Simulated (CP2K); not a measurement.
TaN in CP2K: the effect of functional

TaN:

```
Ta N
1.0
     3.12728    0.00000    0.00000
     1.56364    2.70831    0.00000
     1.56364    0.90277    2.55342
Ta N
1 1
Cartesian
  3.1273 1.8055 1.2767
  0.0000 0.0000 0.0000
```

The cell comes from a database or a generator and needn't be the stable form of this composition.

Alike in all runs:

| Quantity | Value |
| --- | --- |
| Program | CP2K 2026.2 |
| Task | single point |
| Potentials or basis | POTENTIAL_UZH Ta GTH-PBE-q13, N GTH-PBE-q5; TZVP-MOLOPT-PBE-GTH basis |
| Density cutoff | 9184 eV |
| k mesh | 10 × 10 × 10 |
| Occupations | fermi-dirac, width 0.05 eV |
| Spin | no spin polarisation |

| functional | pressure (GPa) |
| --- | --- |
| PBE | -5.8 |
| LDA | -16.6 |
| PBEsol | ? |
| BLYP | 5.8 |
| BEEF-vdW | -5.4 |
| AM05 | -14.5 |
| SCAN | -9.5 |

Q: What does the run with functional PBEsol give?

A: Pressure -13.2 GPa.

Caveats: the basis of atomic orbitals isn't converged, which shifts pressures, moduli and gaps; the potentials were made for another functional, which shifts forces and pressure (some runs).
